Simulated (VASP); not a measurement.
Crystal: Cs2SnI6.

```
CELL_PARAMETERS angstrom
0.00000 5.81380 5.81380
5.81380 0.00000 5.81380
5.81380 5.81380 0.00000
ATOMIC_POSITIONS crystal
Cs 0.75000 0.75000 0.75000
Cs 0.25000 0.25000 0.25000
I 0.75464 0.75464 0.24536
I 0.24536 0.24536 0.75464
I 0.75464 0.24536 0.75464
I 0.24536 0.75464 0.75464
I 0.24536 0.75464 0.24536
I 0.75464 0.24536 0.24536
Sn 0.00000 0.00000 0.00000
```

Base run:

* Program: VASP 6.6.1
* Functional: PBEsol
* Potentials or basis: VASP PAW PBE potentials, release 64 (Cs_sv, I, Sn_d)
* Cutoff: 520 eV
* k mesh: 4 × 4 × 4
* Occupations: gaussian, width 0.02 eV
* Spin: no spin polarisation

Its results: band gap on the k mesh 0.09 eV, direct; pressure 0.1 GPa; largest force 0.130 eV/Å.

Problem. The run is repeated on the same cell with these changes: functional from PBEsol to PBE. What comes out?

Solution. Band gap on the k mesh 0.16 eV, direct; pressure 1.6 GPa; largest force 0.279 eV/Å.

PBE binds less tightly than PBEsol, so the same cell stands under more pressure.

Caveats: spin-orbit coupling is left out, which moves the levels of the heavy elements; the PAW data sets were made with another functional, which shifts forces and pressure a little (some runs).
